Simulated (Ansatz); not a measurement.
Nb:

```
Nb
1.0
     0.00000    2.11500    2.11500
     2.11500    0.00000    2.11500
     2.11500    2.11500    0.00000
Nb
1
Direct
  0.00000 0.00000 0.00000
```

This isn't the form of Nb at room conditions, which is bcc.

Base run:

- Program: Ansatz 0.2.0
- Functional: LDA
- Potentials or basis: Ansatz PAW
- Cutoff: 420 eV (not typed: the program's choice for these potentials)
- k mesh: 11 × 11 × 11
- Occupations: fermi-dirac, width 0.05 eV
- Spin: no spin polarisation

Its results: band gap on the k mesh none (metal or under the smearing width); pressure -11.0 GPa.

**Question.** After a change of settings the same cell gave: band gap on the k mesh none (metal or under the smearing width); pressure -1.9 GPa. Which change was it?
A. k mesh from 11 × 11 × 11 to 8 × 8 × 8; spin from no spin polarisation to spin-orbit coupling, no magnetisation; potential files from those of the base run to others of the same set
B. functional from LDA to PBE; occupations from fermi-dirac, width 0.05 eV to gaussian, width 0.011 eV
C. functional from LDA to PBEsol

**Answer.** B.

Caveats: the PAW data sets come from PBE, with cores solved anew for the run's functional, which leaves a small shift of forces and pressure (some runs).
